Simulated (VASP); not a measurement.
## BN: equation of state with PBE

BN:

```
CELL_PARAMETERS angstrom
2.49824 0.00000 0.00000
-1.24912 2.16354 0.00000
0.00000 0.00000 6.63570
ATOMIC_POSITIONS crystal
N 0.66667 0.33333 0.25000
N 0.33333 0.66667 0.75000
B 0.66667 0.33333 0.75000
B 0.33333 0.66667 0.25000
```

```
Program                : VASP 6.6.1
Task                   : equation of state
Functional             : PBE
Potentials or basis    : VASP PAW PBE potentials, release 64 (N, B)
Cutoff                 : 520 eV
k mesh                 : 12 × 12 × 4
Occupations            : fermi-dirac, width 0.05 eV
Spin                   : no spin polarisation
Further INCAR settings : ALGO = Normal; EDIFF = 1e-07; NBANDS = 16
```

```yaml
Equilibrium_volume: 9.16 Å³/atom
Bulk_modulus_at_fixed_shape_and_positions: 236 GPa
Pressure_derivative_of_the_bulk_modulus: 3.6
```

Energy against volume, from the lowest point:
| volume (Å³/atom) | energy (meV/atom) |
| --- | --- |
| 8.429 | 49.08 |
| 8.608 | 27.14 |
| 8.787 | 12.04 |
| 8.967 | 3.17 |
| 9.146 | 0.00 |
| 9.325 | 2.04 |
| 9.505 | 8.85 |

All runs of the series together: 110 s on 1 thread of Intel(R) Xeon(R) 6975P-C (Granite Rapids), on a shared host.

Caveat: the cell was scaled at fixed shape and fractional positions, which overstates the stiffness of a crystal with free parameters, most of all of layers and chains; this functional lacks dispersion, which binds the layers, so the pressure and a relaxed spacing across them are unreliable.
